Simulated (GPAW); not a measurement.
## Ca in GPAW: convergence with grid spacing (A)

Input of the first run (grid spacing (A) 0.26); the others differ in this setting and in those tied to it:

Contents of run.py:

```python
from ase.dft.bandgap import bandgap
from ase.io import read, write
from gpaw import GPAW

atoms = read('POSCAR')

calc = GPAW(mode='fd',
            h=0.26,
            xc='PBE',
            kpts={'size': (8, 8, 8), 'gamma': True},
            occupations={'name': 'fermi-dirac', 'width': 0.05},
            nbands=12,
            convergence={'density': 1e-05, 'energy': 1e-05},
            maxiter=100,
            txt='gpaw.txt')
atoms.calc = calc
energy = atoms.get_potential_energy()
forces = atoms.get_forces()
calc.write('gs.gpw')
write('result.traj', atoms)
print(f'Energy: {energy:.6f} eV')
print('Forces (eV/A):')
print(forces.round(4))
print('Fermi level:', round(calc.get_fermi_level(), 4), 'eV')
print(f'Gap: {bandgap(calc)[0]:.4f} eV, direct: {bandgap(calc, direct=True)[0]:.4f} eV')
```

Contents of POSCAR:

```
Ca
1.0
    0.0000000000      2.7942000000      2.7942000000
    2.7942000000      0.0000000000      2.7942000000
    2.7942000000      2.7942000000      0.0000000000
Ca
1
Direct
    0.0000000000      0.0000000000      0.0000000000
```

Potentials or basis: GPAW PAW data sets (gpaw-data 1.2.1), fd.

Command:

```bash
$ OMP_NUM_THREADS=1 python run.py
```

Hardware: 1 thread of Arm Neoverse V2, with other jobs on the host.

```tsv
grid spacing (A)	energy less the tightest run, at zero smearing (meV/atom)	SCF cycles	CPU time (s)	peak memory (GiB)
0.26	-249.82	13	5.8	0.13
0.23	-49.02	12	10	0.16
0.2	-49.02	12	10	0.16
0.18	-49.02	12	10	0.16
0.16	-12.99	13	19	0.2
0.14	-3.20	14	34	0.27
0.12	0.00	15	53	0.36
```

Not settled before the last step: the energy (to 1 meV/atom). The tightest run that finished is the yardstick and may itself not be fully converged.

Caveat, for the tightest run too: the real-space grid adds noise to forces.
